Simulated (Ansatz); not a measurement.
# rocksalt-structured SrO: a workflow

**What was measured.** A measured cell of cubic SrO (space group Fm-3m) at 298 K, from the Crystallography Open Database (2009, doi:10.1039/b820173k), has a = 5.161 Å and 17.19 Å³/atom.

Computed with Ansatz (plane waves, PAW, 420 eV cutoff): PBE, scalar-relativistic, no spin polarisation, 12×12×12 k-mesh, Gaussian smearing of 0.05 eV. The datasets are Ansatz's generated set soft_2.

The start was a prototype's sites filled with these elements; the Crystallography Open Database holds the compound in this structure.

The first cell, 0 % under the database's volume:

```xyz
2
Lattice="0.0000 2.5783 2.5783 2.5783 0.0000 2.5783 2.5783 2.5783 0.0000" Properties=species:S:1:pos:R:3 pbc="T T T"
Sr    2.5783    2.5783    2.5783
O     0.0000    0.0000    0.0000
```

The first steps of the search for zero pressure:

| run | level | k-mesh | kind | V (Å³/atom) | P (GPa) | gap on the mesh (eV) |
| --- | --- | --- | --- | --- | --- | --- |
| 1 | PBE | 12×12×12 | fixed cell | 17.14 | 2.0 | 3.32 |

**Question.** At which volume does PBE reach zero pressure?

**Answer.** 17.53 Å³/atom, about 2.2 % over the start.

The steps that followed:

| run | level | k-mesh | kind | V (Å³/atom) | P (GPa) | E − E(final) (meV/atom) | gap on the mesh (eV) |
| --- | --- | --- | --- | --- | --- | --- | --- |
| 2 | PBE | 12×12×12 | fixed cell | 17.37 | 0.8 | 0.4 | 3.32 |
| 3 | PBE | 12×12×12 | fixed cell | 17.53 | 0.0 | 0.0 | 3.33 |

The cell is relaxed to zero pressure at this level.

The final structure (symmetry read at 0.01 Å). It takes space group Fm-3m (No. 225, cubic). Conventional cell: a = 5.195 Å, b = 5.195 Å, c = 5.195 Å, α = 90.00°, β = 90.00°, γ = 90.00°. Around Sr (site symmetry m-3m) lie 6 O at 2.60 Å. O (site symmetry m-3m) is surrounded by 6 Sr at 2.60 Å. (Shells end 15 % past the nearest neighbour.)

| atom | site | symmetry | x | y | z |
| --- | --- | --- | --- | --- | --- |
| Sr | 4b | m-3m | 0.5000 | 0.0000 | 0.0000 |
| O | 4a | m-3m | 0.0000 | 0.0000 | 0.0000 |

At the final geometry the gap, band path included, is 3.33 eV. The equation of state gives B0 = 85 GPa and B0′ = 4.5. The elastic tensor is positive definite (smallest eigenvalue 54 GPa). Against the elements' standard states, run alike and uncorrected, the formation energy is -2.72 eV/atom. 

**Why it comes out so.**

Formal charges Sr²⁺, O²⁻ balance and leave closed shells on every ion, so a band insulator is expected, and the gap is 3.33 eV.

Shannon's ionic radii give a check on the bond lengths: Sr²⁺ with 6 neighbours 1.18 Å + O²⁻ 1.40 Å = 2.58 Å against a computed mean of 2.60 Å. Sums and bonds agree within 3 %, so ion sizes set the bond lengths.

Bader charges against formal ones: Sr +1.49 (+2), O −1.49 (−2). The cations give up 74 % of the formal charge; Bader charges stay under formal ones because the anions' density reaches into the cations' basins.

**Comparison.** The computed cell (5.195 Å, 17.53 Å³/atom) differs from the database's by +2.0 % in volume, about +0.7 % in length. PBE usually overestimates volumes by a few per cent. The static lattice also lacks zero-point motion and thermal expansion, roughly 0.8 to 2.1 % in volume at 298 K by Grüneisen's rule, γ·3k_BT/(B0·V0) with γ of 1 to 2.5, so its own overestimate is larger than the figure.

Semilocal functionals underestimate band gaps, commonly by a third or more.
